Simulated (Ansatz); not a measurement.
**LiF: the gap against volume**

LiF, Fm-3m, a = 4.067 Å. Ansatz: PBE, PAW, 420 eV, Γ-centred 10×10×10 mesh on 2 atoms, Gaussian smearing 0.02 eV; no spin polarisation. Symmetry fixes shape and atoms, so the cell is only scaled; x = ln(V/V0) with V0 = 8.409 Å³/atom. The gap is read at the mesh points alone.

| x | gap y (eV) |
| --- | --- |
| -0.0619 | 9.388 |
| -0.0305 | ? |
| 0.0000 | 8.836 |
| 0.0296 | 8.588 |
| 0.0583 | 8.355 |

**Question.** Fit a straight line to the other rows, give the volume deformation potential of the gap and its pressure coefficient, and predict the missing gap. B0 = 67.4 GPa.

**Answer.** Means x = 0.006500, y = 8.7918; Σ(Δx)² = 0.007938, ΣΔxΔy = -0.06840; the slope is their ratio. y = 8.8478 − 8.6173 x. The slope is the deformation potential a = dE_g/d ln V = -8.62 eV, and dE_g/dP = −a/B0 = 128 meV/GPa. At x = -0.0305 the fit asked for gives 9.111 eV. The run gave 9.102 eV, so the fit is 0.009 eV too high, within twice the rms miss on the fitted rows (0.009 eV).

Semilocal functionals give gaps under the measured ones; changes of the gap mostly carry over better.